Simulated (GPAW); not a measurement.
BAs:

```xyz
2
Lattice="3.3778 0.0000 0.0000 1.6889 2.9253 0.0000 1.6889 0.9751 2.7580" Properties=species:S:1:pos:R:3 pbc="T T T"
As    5.0668    2.9253    2.0685
B     0.0000    0.0000    0.0000
```

Base run:

```yaml
Program: GPAW 26.7.0
Functional: C09-vdW
Potentials_or_basis: GPAW PAW data sets (gpaw-data 1.2.1)
Cutoff: 800 eV
Basis: pw
k_mesh: 8 × 8 × 8
Occupations: fermi-dirac, width 0.05 eV
Spin: spin-orbit coupling, no magnetisation
```

Its results: band gap on the k mesh 1.08 eV, indirect (least direct gap 3.06 eV).

Question: The run is repeated on the same cell with these changes: functional from C09-vdW to BEEF-vdW. What comes out?

Answer: Band gap on the k mesh 1.26 eV, indirect (least direct gap 3.12 eV).

Caveats: spin-orbit coupling was added after a scalar SCF, so levels and gaps hold it while energy, forces, pressure and moments don't; this program's spin-orbit splittings come out too wide for heavy elements.

Not every run made on this cell is shown here.
